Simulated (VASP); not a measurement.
## InAs (F-43m) under uniaxial stress along [001]

How do the elastic response and the band edges of InAs follow uniaxial stress along [001]?

Method: PBEsol; plane waves and PAW (In_d, As), in the first sound run; inputs show where later runs differ, in VASP 6.6.1.

This is a report of a sequence of runs, with most program output left out.

## 1. Set-up

The structure is cubic, space group F-43m (No. 216). The conventional cell has a = 6.058 Å, b = 6.058 Å, c = 6.058 Å, α = 90.00°, β = 90.00°, γ = 90.00°. Nearest to In lie 4 As at 2.62 Å. Nearest to As lie 4 In at 2.62 Å. Farther neighbours are not listed.

## 2. Relax the crystal, PBEsol

The series starts from the cell that this level prefers, so that zero strain is near zero stress.

This step took 2 runs in a row; the last is shown.

Level: PBEsol; plane waves and PAW (In_d, As).

The input, INCAR:

```
SYSTEM = InAs
PREC = Accurate
ENCUT = 450
EDIFF = 1E-07
NELM = 120
ISMEAR = 0
SIGMA = 0.02
LREAL = .FALSE.
ALGO = Normal
GGA = PS
NBANDS = 15
LASPH = .TRUE.
LORBIT = 11
LWAVE = .FALSE.
LCHARG = .FALSE.
KPAR = 8
IBRION = 2
NSW = 40
ISIF = 3
EDIFFG = -0.005
POTIM = 0.4
```

The input, POSCAR:

```
InAs
1.0
    0.0000000000      3.0456045427      3.0456045427
    3.0456045427      0.0000000000      3.0456045427
    3.0456045427      3.0456045427      0.0000000000
In As
1 1
Direct
    0.0000000000      0.0000000000      0.0000000000
    0.2500000000      0.2500000000      0.2500000000
```

The input, KPOINTS:

```
Automatic mesh
0
Gamma
9 9 9
0 0 0
```

PAW data sets: In_d and As (PBE family, release 64).

Launch:

```
> mpirun -np 8 vasp_std
```

It took 3.8 s on 8 MPI ranks of Intel Xeon 6975P-C (Granite Rapids), shared host; peak memory 1.4 GiB.

This run gave:

* energy(sigma→0) of the program: -8.4890 eV
* stress, compression positive: xx, yy, zz 0.01, 0.01, 0.01 GPa
* volume: 56.500 Å³
* ionic steps: 1

## 3. Strain across the axis, PBEsol

One member in full: the axis is strained by 0.5 %, and the two directions across it are strained alike until their mean stress is under 0.012 GPa or five steps are spent.

This step took 2 runs, each at a new trial strain with the atoms of the one before; the last is shown.

Level: PBEsol; plane waves and PAW (In_d, As); cell typed or built by script.

INCAR, as its differences from that of step 2:

```diff
@@ -15,7 +15,7 @@
 LCHARG = .FALSE.
-KPAR = 8
-IBRION = 2
-NSW = 40
-ISIF = 3
-EDIFFG = -0.005
-POTIM = 0.4
+KPAR = 2
+IBRION = 1
+NSW = 25
+ISIF = 2
+EDIFFG = -0.004
+POTIM = 0.3
```

The input, POSCAR:

```
InAs
1.0
    0.0000000000      3.0401504450      3.0608325650
    3.0401504450      0.0000000000      3.0608325650
    3.0401504450      3.0401504450      0.0000000000
In As
1 1
Direct
    0.0000000000      0.0000000000      0.0000000000
    0.2500000000      0.2500000000      0.2500000000
```

KPOINTS is that of step 2.

Launch:

```
> mpirun -np 2 vasp_std
```

Wall time 13 s (2 MPI ranks); peak memory 0.38 GiB; 24 s of CPU time.

This run gave:

| Property | Result |
| --- | --- |
| energy(sigma→0) of the program | -8.4888 eV |
| stress, compression positive | xx, yy, zz 0.00, 0.00, -0.22 GPa |
| ionic steps | 1 |

## 4. Band edges, TB-mBJ with spin-orbit coupling

Short lines in KPOINTS_OPT sample the zone centre along and across the axis, for masses, and the other valleys.

Level: TB-mBJ, spin-orbit coupling; plane waves and PAW (In_d, As); cell typed or built by script.

TB-mBJ has no energy functional, so the total energy, stress and pressure in this output mean nothing.

The input, INCAR:

```
SYSTEM = InAs
PREC = Accurate
ENCUT = 450
EDIFF = 1E-06
NELM = 150
ISMEAR = 0
SIGMA = 0.02
LREAL = .FALSE.
ALGO = Normal
METAGGA = MBJ
LASPH = .TRUE.
LNONCOLLINEAR = .TRUE.
MAGMOM = 0 0 0 0 0 0
NBANDS = 28
GGA_COMPAT = .FALSE.
LSORBIT = .TRUE.
LWAVE = .FALSE.
LCHARG = .FALSE.
KPAR = 2
```

POSCAR is that of step 3.

The input, KPOINTS:

```
Automatic mesh
0
Gamma
7 7 7
0 0 0
```

The input, KPOINTS_OPT:

```
Line mode
6
Line-mode
Reciprocal
  0.00000000   0.00000000   0.00000000
  0.02435733   0.02435733   0.00000000

  0.00000000   0.00000000   0.00000000
  0.00000000  -0.02419275  -0.02419275

  0.31000000   0.31000000   0.00000000
  0.50000000   0.50000000   0.00000000

  0.00000000   0.31000000   0.31000000
  0.00000000   0.50000000   0.50000000

  0.45000000   0.45000000   0.45000000
  0.50000000   0.50000000   0.50000000

  0.45000000   0.00000000   0.00000000
  0.50000000   0.00000000   0.00000000

  0.42500000   0.42500000   0.00000000
  0.42500000   0.44919275   0.02419275

  0.50000000   0.50000000   0.50000000
  0.48289314   0.51710686   0.50000000
```

Launch:

```
> mpirun -np 2 vasp_ncl
```

Elapsed: 3.6 min, on 2 MPI ranks; peak memory 0.85 GiB.

## 5. All members

The other members went through these steps as far as the tables show, with the same cutoff and, step by step, the same mesh; 26 runs are not shown. The session took 1.1 core hours (wall time by ranks) on a shared machine.

| strain along the axis (%) | strain across the axis (%) | stress along the axis, tension positive (GPa) | energy above the unstrained row (meV/atom) |
| --- | --- | --- | --- |
| -2.000 | 0.747 | -0.872 | 1.539 |
| -1.500 | 0.568 | -0.648 | 0.855 |
| -1.000 | 0.381 | -0.429 | 0.373 |
| -0.500 | 0.194 | -0.210 | 0.091 |
| 0 | 0.000 | -0.006 | 0.000 |
| 0.500 | -0.179 | 0.221 | 0.090 |
| 1.000 | -0.356 | 0.465 | 0.388 |
| 1.500 | -0.530 | 0.714 | 0.902 |
| 2.000 | -0.701 | 0.968 | 1.632 |

Slopes at zero strain, from cubics through all rows: strain ratio -0.372, stress over strain 44 GPa.

Band edges at TB-mBJ with spin-orbit coupling, counted from the valence-band top at Γ, spin-orbit pairs averaged, with one row partly withheld:

| strain along the axis (%) | gap (eV) | conduction band at Γ (eV) | Δ or X valley along z (eV) | Δ or X valley along x (eV) | lowest conduction level at L, [111] (eV) | lowest conduction level at L, [-111] (eV) | second valence level below the top (eV) | third valence level below the top (eV) |
| --- | --- | --- | --- | --- | --- | --- | --- | --- |
| -2.000 | 0.470 | 0.470 | 1.967 | 2.096 | 1.456 | 1.456 | 0.094 | 0.377 |
| -1.500 | ? | ? | 2.006 | 2.102 | 1.471 | 1.471 | 0.070 | 0.358 |
| -1.000 | 0.486 | 0.486 | 2.042 | 2.107 | 1.485 | 1.485 | 0.046 | 0.341 |
| -0.500 | 0.492 | 0.492 | 2.078 | 2.110 | 1.496 | 1.496 | 0.022 | 0.327 |
| 0 | 0.498 | 0.498 | 2.113 | 2.113 | 1.506 | 1.506 | 0.000 | 0.314 |
| 0.500 | 0.479 | 0.479 | 2.126 | 2.094 | 1.491 | 1.491 | 0.021 | 0.325 |
| 1.000 | 0.460 | 0.460 | 2.139 | 2.075 | 1.475 | 1.475 | 0.040 | 0.339 |
| 1.500 | 0.440 | 0.440 | 2.152 | 2.057 | 1.458 | 1.458 | 0.058 | 0.354 |
| 2.000 | 0.419 | 0.419 | 2.165 | 2.038 | 1.440 | 1.440 | 0.073 | 0.372 |

Conduction masses, in electron masses:

| strain along the axis (%) | conduction mass at Γ, along the strain axis or the normal of the plane | conduction mass at Γ, across the strain axis or in the plane | L [111] mass, longitudinal | L [111] mass, transverse along [1-10] |
| --- | --- | --- | --- | --- |
| -2.000 | 0.040 | 0.046 | 2.058 | 0.132 |
| -1.500 | 0.041 | 0.045 | 2.065 | 0.133 |
| -1.000 | 0.041 | 0.044 | 2.104 | 0.135 |
| -0.500 | 0.042 | 0.043 | 2.091 | 0.136 |
| 0 | 0.043 | 0.043 | 2.115 | 0.138 |
| 0.500 | 0.043 | 0.042 | 2.074 | 0.139 |
| 1.000 | 0.043 | 0.041 | 2.097 | 0.141 |
| 1.500 | 0.044 | 0.040 | 2.077 | 0.142 |
| 2.000 | 0.044 | 0.038 | 2.066 | 0.143 |

## 6. Working out the slope

The quantity to fit is the conduction level at Γ above the mean of the three top valence levels at TB-mBJ with spin-orbit coupling: 0.627, 0.615, 0.609, 0.603, 0.595, 0.586, 0.577, 0.568 eV in the rows shown.

A least-squares parabola through the 8 rows shown, with e the strain in %: E = − 0.001248 e² − 0.01463 e + 0.6021 (eV), r.m.s. residual 4.8e-4 eV.

For the withheld row, e = -1.5, the fit gives 0.6212 eV.

## 7. The withheld row

The calculation gives 0.6205 eV, so the prediction is 0.0007 eV too high, within twice the residual of the fit.

## 8. Summary of results

```
Poisson ratio                                                                                                                     : 0.372
Young's modulus along the axis                                                                                                    : 44 GPa
gap of the unstrained cell, TB-mBJ with spin-orbit coupling                                                                       : 0.50 eV
slope at zero strain of the conduction level at Γ above the mean of the three top valence levels, TB-mBJ with spin-orbit coupling : -15 meV per %
error of the predicted row                                                                                                        : 0.7 meV
```

What this shows: As a check, the curvature of the energy gives 43 GPa for the same modulus (energy per volume = E/2 × strain²), 1 % from the slope of the stress. At TB-mBJ with spin-orbit coupling the lowest conduction valley is Γ throughout, and the gap runs between 0.42 and 0.50 eV. The gap at PBEsol is under 0.05 eV in some or all rows and is left out; the elastic columns come from such cells and can be uneven. Hole masses are left out throughout, since the top bands are degenerate or cross in many series; of conduction masses, those of the Γ, L and (for Si and Ge under (001) strain) Δ valleys are kept where they change by under an eighth between rows. TB-mBJ is a potential fitted for gaps; it has no energy functional, so its total energies and forces mean nothing, and its bands tend to come out too narrow. Δ or X levels are the lowest on their line, refined by a parabola unless they lie at X; the gap is read from all points sampled and can differ from the lowest valley by some meV, or by tens of meV where strain moves the valence top off Γ. Temperature, zero-point motion and excitons are left out.

[Lines on the potential files, build, host, timing and source positions are cut from VASP's logs without a mark.]

[Logs are printed without paths, hosts, clocks, repeated set-up lines and the standing remarks that a program may print on its own settings, such as how far it seeks lower states.]

[Hosts, paths, dates, database ids (printed as entryN), source tags and the programs' standing remarks are cut or masked in the printed files.]

[In band tables of VASP the shares of atoms and orbitals are scaled to a sum of 1 inside the atoms' spheres.]
